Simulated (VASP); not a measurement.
# BP (F-43m) in VASP: further runs, part 2 of 2

VASP 6.6.1.

### Step 3. G0W0 quasiparticle levels, PBE

File POSCAR:

```
BP
1.0
    0.0000000000      2.2690000000      2.2690000000
    2.2690000000      0.0000000000      2.2690000000
    2.2690000000      2.2690000000      0.0000000000
P B
1 1
Direct
    0.7500000000      0.7500000000      0.7500000000
    0.0000000000      0.0000000000      0.0000000000
```

File INCAR.step1:

```
SYSTEM = BP
  ALGO = Normal
  EDIFF = 1E-8
  ENCUT = 450
  GGA = PE
  ISMEAR = 0
  LASPH = .TRUE.
  LCHARG = .FALSE.
  LREAL = .FALSE.
  LWAVE = .TRUE.
  NELM = 60
  PREC = Accurate
  SIGMA = 0.01
```

File INCAR.step2:

```
SYSTEM = BP
  ALGO = Exact
  EDIFF = 1E-8
  ENCUT = 450
  GGA = PE
  ISMEAR = 0
  ISTART = 1
  LASPH = .TRUE.
  LCHARG = .FALSE.
  LOPTICS = .TRUE.
  LREAL = .FALSE.
  LWAVE = .TRUE.
  NBANDS = 132
  NELM = 1
  PREC = Accurate
  SIGMA = 0.01
```

File INCAR.step3:

```
SYSTEM = BP
  ALGO = EVGW0
  EDIFF = 1E-8
  ENCUT = 450
  ENCUTGW = 180
  GGA = PE
  ISMEAR = 0
  ISTART = 1
  LASPH = .TRUE.
  LCHARG = .FALSE.
  LREAL = .FALSE.
  LWAVE = .FALSE.
  NBANDS = 132
  NBANDSGW = 12
  NELMGW = 1
  NOMEGA = 50
  PREC = Accurate
  PRECFOCK = Fast
  SIGMA = 0.01
```

File KPOINTS:

```
k-points
0
G
  6 6 6
  0 0 0
```

Potentials or basis: VASP PAW PBE potentials, release 64 (P_GW, B_GW).

Launch:

```bash
> cat potpaw_PBE.64/P_GW/POTCAR potpaw_PBE.64/B_GW/POTCAR > POTCAR
> cp INCAR.step1 INCAR
> mpirun -np 1 vasp_std > vasp.out
> cp INCAR.step2 INCAR
> mpirun -np 1 vasp_std > vasp.out
> cp INCAR.step3 INCAR
> mpirun -np 1 vasp_std > vasp.out
```

OUTCAR:

```text
SYSTEM = BP
   EDIFF = 1E-8
   ENCUT = 450
   ENCUTGW = 180
   GGA = PE
   ISMEAR = 0
   ISTART = 1
   LASPH = .TRUE.
   LREAL = .FALSE.
   NELMGW = 1
   PREC = Accurate
   PRECFOCK = Fast

 ion  position               nearest neighbor table
   1  0.750  0.750  0.750-   2 1.97   2 1.97   2 1.97   2 1.97
   2  0.000  0.000  0.000-   1 1.97   1 1.97   1 1.97   1 1.97

  LATTYP: Found a face centered cubic cell.
 ALAT       =     4.5380000000

  Lattice vectors:

 A1 = (   0.0000000000,   2.2690000000,   2.2690000000)
 A2 = (   2.2690000000,   0.0000000000,   2.2690000000)
 A3 = (   2.2690000000,   2.2690000000,   0.0000000000)

Analysis of symmetry for initial positions (statically):
=====================================================================
 Subroutine PRICEL returns:
 Original cell was already a primitive cell.

 Routine SETGRP: Setting up the symmetry group for a
 face centered cubic supercell.

 Subroutine GETGRP returns: Found 24 space group operations
 (whereof 24 operations were pure point group operations)
 out of a pool of 48 trial point group operations.

The static configuration has the point symmetry T_d .

Analysis of symmetry for dynamics (positions and initial velocities):
=====================================================================
 Subroutine PRICEL returns:
 Original cell was already a primitive cell.

 Routine SETGRP: Setting up the symmetry group for a
 face centered cubic supercell.

 Subroutine GETGRP returns: Found 24 space group operations
 (whereof 24 operations were pure point group operations)
 out of a pool of 48 trial point group operations.

The dynamic configuration has the point symmetry T_d .

 Subroutine INISYM returns: Found 24 space group operations
 (whereof 24 operations are pure point group operations),
 and found     1 'primitive' translations

----------------------------------------------------------------------------------------

                                     Primitive cell

  volume of cell :      23.3633

  direct lattice vectors                    reciprocal lattice vectors
     0.000000000  2.269000000  2.269000000    -0.220361393  0.220361393  0.220361393
     2.269000000  0.000000000  2.269000000     0.220361393 -0.220361393  0.220361393
     2.269000000  2.269000000  0.000000000     0.220361393  0.220361393 -0.220361393

  length of vectors
     3.208850573  3.208850573  3.208850573     0.381677128  0.381677128  0.381677128

  position of ions in fractional coordinates (direct lattice)
     0.750000000  0.750000000  0.750000000
     0.000000000  0.000000000  0.000000000

  ion indices of the primitive-cell ions
   primitive index   ion index
                 1           1
                 2           2

----------------------------------------------------------------------------------------

 KPOINTS: k-points

Automatic generation of k-mesh.
 Grid dimensions read from file:
 generate k-points for:    6    6    6

 Generating k-lattice:

  Cartesian coordinates                     Fractional coordinates (reciprocal lattice)
    -0.036726899  0.036726899  0.036726899     0.166666667  0.000000000  0.000000000
     0.036726899 -0.036726899  0.036726899     0.000000000  0.166666667  0.000000000
     0.036726899  0.036726899 -0.036726899     0.000000000  0.000000000  0.166666667

  Length of vectors
     0.063612855  0.063612855  0.063612855

  Shift w.r.t. Gamma in fractional coordinates (k-lattice)
     0.000000000  0.000000000  0.000000000

 Subroutine IBZKPT returns following result:
 ===========================================

 Found     16 irreducible k-points:

 Following reciprocal coordinates:
            Coordinates               Weight
  0.000000  0.000000  0.000000      1.000000
  0.166667  0.000000  0.000000      8.000000
  0.333333  0.000000  0.000000      8.000000
  0.500000  0.000000  0.000000      4.000000
  0.166667  0.166667  0.000000      6.000000
  0.333333  0.166667  0.000000     24.000000
[... 8 lines left out ...]
 -0.333333  0.333333  0.166667     24.000000
 -0.333333  0.500000  0.166667     12.000000
   k-points           NKPTS =     16   k-points in BZ     NKDIM =    216   number of bands    NBANDS=    132
   number of dos      NEDOS =    301   number of ions     NIONS =      2
   total plane-waves  NPLWV =  13824
   dimension x,y,z NGX =    24 NGY =   24 NGZ =   24
   dimension x,y,z NGXF=    48 NGYF=   48 NGZF=   48
   ions per type =               1   1
   NGX,Y,Z   is equivalent  to a cutoff of  12.43, 12.43, 12.43 a.u.
   NGXF,Y,Z  is equivalent  to a cutoff of  24.87, 24.87, 24.87 a.u.
 SYSTEM =  BP
   PREC   = accura    normal or accurate (medium, high low for compatibility)
   ISTART =      1    job   : 0-new  1-cont  2-samecut
   ICHARG =      0    charge: 1-file 2-atom 10-const
   ISPIN  =      1    spin polarized calculation?
   LNONCOLLINEAR =      F non collinear calculations
   LSORBIT =      F    spin-orbit coupling
   LASPH  =      T    aspherical Exc in radial PAW
   ENCUT  =  450.0 eV  33.07 Ry    5.75 a.u.   5.55  5.55  5.55*2*pi/ulx,y,z
   NELM   =     60;   NELMIN=  2; NELMDL=  0     # of ELM steps
   EDIFF  = 0.1E-07   stopping-criterion for ELM
   LREAL  =      F    real-space projection
   EDIFFG = 0.1E-06   stopping-criterion for IOM
   NSW    =      0    number of steps for IOM
   IBRION =     -1    ionic relax: 0-MD 1-quasi-New 2-CG
   NFREE  =      0    steps in history (QN), initial steepest desc. (CG)
   ISIF   =      0    stress and relaxation
   ISYM   =      3    0-nonsym 1-usesym 2-fastsym
   POTIM  = 0.5000    time-step for ionic-motion
   TEBEG  =    0.0;   TEEND  =   0.0 temperature during run
   PSTRESS=    0.0 pullay stress
   NELECT =       8.0000    total number of electrons
   NUPDOWN=      -1.0000    fix difference up-down
   EMIN   =  10.00;   EMAX   =-10.00  energy-range for DOS
   EFERMI =   0.00;   METHOD = LEGACY
   ISMEAR =     0;   SIGMA  =   0.01  broadening in eV -4-tet -1-fermi 0-gaus
   EFERMI_NEDOS =   21; number of points for ismear=-14 and -15
   IALGO  =     38    algorithm
   IMIX   =      4    mixing-type and parameters
     AMIX     =   0.40;   BMIX     =  1.00
     AMIX_MAG =   1.60;   BMIX_MAG =  1.00
  volume/ion in A,a.u.               =      11.68        78.83
  Fermi-wavevector in a.u.,A,eV,Ry     =   1.145320  2.164342 17.847562  1.311759
  Thomas-Fermi vector in A             =   2.282009
   LORBIT       =      0    0 simple, 1 ext, 2 COOP (PROOUT), +10 PAW based schemes
   GGA     = PE    functional components
   LHFCALC =     T    Hartree Fock is set to
   PRECFOCK=fast      Normal, Fast or Accurate (Low or Medium for compatibility)
   ENCUT4O =  -1.0   cutoff for four orbital integrals eV
   NKREDX  =     1    reduce k-point grid by
   NKREDY  =     1    reduce k-point grid by
   NKREDZ  =     1    reduce k-point grid by
   AEXX    =    1.0000 exact exchange contribution
   HFSCREEN=    0.0000 screening length (either q_TF or 0.3 A-1)
   HFSCREENC=   0.0000 screening length for correlation (either q_TF or 0.3 A-1)
   ENCUTFOCK=  -1.0 apply spherical cutoff to Coloumb kernel
   IVDW    =     0    specifies the selected vdW correction
   LEPSILON=     F    determine dielectric tensor
   LRPA    =     F    only Hartree local field effects (RPA)
   LRPAFORCE           =     F    calculate RPA forces
   ENCUTGW             = 180.0    cutoff for response function in eV
   ENCUTGWSOFT         = 144.0    soft cutoff for Coulomb kernel in GW response function in eV
   ENCUTLF             =  -1.0    cutoff for local field effects
   NELMGW              =     1    number of iterations in solving QP/BSE equation
   NELMHF              =     1    number of iterations in the inner HF iteration
   NKREDLFX            =     1    NKREDLFY  =   1   NKREDLFZ  =   1
 non-spin polarized calculation
 Gauss-broadening in eV      SIGMA  =   0.01
  energy-cutoff  :      450.00
  volume of cell :       23.36
 maximum number of plane-waves:       531
 NGX is ok and might be reduce to    24
  NGX = 14; NGY = 14; NGZ = 14
   NGX = 11   NGY = 11   NGZ = 11
 maximum number of plane-waves:       138

 QP shifts <psi_nk| G(iteration)W_0 |psi_nk>: iteration 1
 for sc-GW calculations column KS-energies equals QP-energies in previous step
 and V_xc(KS)=  KS-energies - (<T + V_ion + V_H > + <T+V_H+V_ion>^1  + <V_x>^1)

 k-point   1 :       0.0000    0.0000    0.0000
  band No.  KS-energies  QP-energies   sigma(KS)   V_xc(KS)     V^pw_x(r,r')   Z            occupation Imag(sigma)

      1      -8.3253      -9.1673     -13.2699     -12.0592     -20.4820       0.6955       2.0000       1.3831
      2       7.1369       6.5397     -14.0634     -13.3044     -14.9313       0.7869       2.0000       0.0547
      3       7.1369       6.5397     -14.0634     -13.3044     -14.9313       0.7869       2.0000       0.0547
      4       7.1369       6.5397     -14.0634     -13.3044     -14.9313       0.7869       2.0000       0.0547
      5      10.5401      10.8684     -11.6584     -12.0774      -7.1355       0.7835       0.0000      -0.0712
      6      10.5401      10.8684     -11.6584     -12.0774      -7.1355       0.7835       0.0000      -0.0712
      7      10.5401      10.8684     -11.6584     -12.0774      -7.1355       0.7835       0.0000      -0.0712
      8      14.5122      14.8204     -12.3517     -12.7616      -6.2255       0.7520       0.0000      -0.1591
      9      18.6606      18.5591      -9.5888      -9.4590      -3.3684       0.7817       0.0000      -0.3455
     10      19.1579      19.5914     -11.1972     -11.7578      -4.9743       0.7733       0.0000      -0.2941
     11      19.1579      19.5914     -11.1972     -11.7578      -4.9743       0.7733       0.0000      -0.2941
     12      22.8222      22.9229      -9.8158      -9.9460      -2.8196       0.7741       0.0000      -0.7700
[... 228 lines left out ...]
      1      -3.2711      -4.0131     -13.8386     -12.8131     -19.0761       0.7235       2.0000       0.6140
      2      -1.0873      -1.9554     -13.7767     -12.5647     -18.2979       0.7163       2.0000       0.3620
      3       1.8378       1.0500     -12.9795     -11.9284     -15.6461       0.7495       2.0000       0.1137
      4       1.9609       1.1857     -12.9740     -11.9409     -15.6065       0.7505       2.0000       0.1125
      5      10.9663      11.1732     -11.0534     -11.3173      -6.2206       0.7838       0.0000      -0.0892
      6      11.5826      11.8083     -10.9911     -11.2779      -6.0830       0.7868       0.0000      -0.0902
      7      16.2415      16.6101     -11.7413     -12.2344      -5.1908       0.7477       0.0000      -0.2535
      8      16.9047      17.2941     -11.6682     -12.1848      -5.1332       0.7537       0.0000      -0.2710
      9      20.0029      20.4299     -11.8787     -12.4521      -4.5439       0.7446       0.0000      -0.4928
     10      23.2034      23.6387     -11.5912     -12.1712      -3.9237       0.7506       0.0000      -0.7090
     11      23.5842      23.9872     -12.2287     -12.7660      -4.5509       0.7502       0.0000      -0.7527
     12      27.5780      27.8099     -11.5709     -11.8818      -3.7507       0.7460       0.0000      -1.0489
```

It took 2.6 min on 1 thread of Intel Xeon 6975P-C (Granite Rapids), shared host; peak memory 0.49 GiB.

What came out:

- Band gap on the k mesh, mean-field level: 1.33 eV, indirect (least direct gap 3.40 eV)
- Quasiparticle gap: 2.02 eV
- Least direct quasiparticle gap: 4.33 eV

Caveat: bands, screening cutoff and mesh are small and nothing is extrapolated, so the quasiparticle values aren't converged. A k mesh can miss the band edges.
